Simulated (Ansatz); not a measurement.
**HfC in Ansatz: the effect of functional**

Crystal: HfC.

```
Hf C
1.0
     0.00000    2.32500    2.32500
     2.32500    0.00000    2.32500
     2.32500    2.32500    0.00000
Hf C
1 1
Direct
  0.50000 0.50000 0.50000
  0.00000 0.00000 0.00000
```

Alike in all runs:

- Program: Ansatz 0.2.0
- Task: projected density of states
- Potentials or basis: Ansatz PAW
- k mesh: 6 × 6 × 6
- Occupations: fermi-dirac, width 0.05 eV
- Spin: no spin polarisation

| functional | cutoff | pressure (GPa) |
| --- | --- | --- |
| LDA | 420 eV (not typed: the program's choice for these potentials) | -11.8 |
| PBE | 420 eV (not typed: the program's choice for these potentials) | 0.3 |
| PBEsol | 420 eV (not typed: the program's choice for these potentials) | -6.4 |
| RPBE | 420 eV (not typed: the program's choice for these potentials) | 4.4 |
| revPBE | 420 eV (not typed: the program's choice for these potentials) | 3.3 |
| BLYP | 420 eV (not typed: the program's choice for these potentials) | ? |
| r2SCAN | 500 eV (not typed: the program's choice for these potentials) | -1.4 |
| HSE06 | 420 eV (not typed: the program's choice for these potentials) | -1.3 |
| PBE0 | 420 eV (not typed: the program's choice for these potentials) | -1.7 |

**Question.** What does the run with functional BLYP give?

**Answer.** Pressure 7.5 GPa.

Caveats: all runs use coarse meshes; the PAW data sets come from PBE, with cores solved anew for the run's functional, which leaves a small shift of forces and pressure (some runs); the thresholds are loose for stress (some runs).
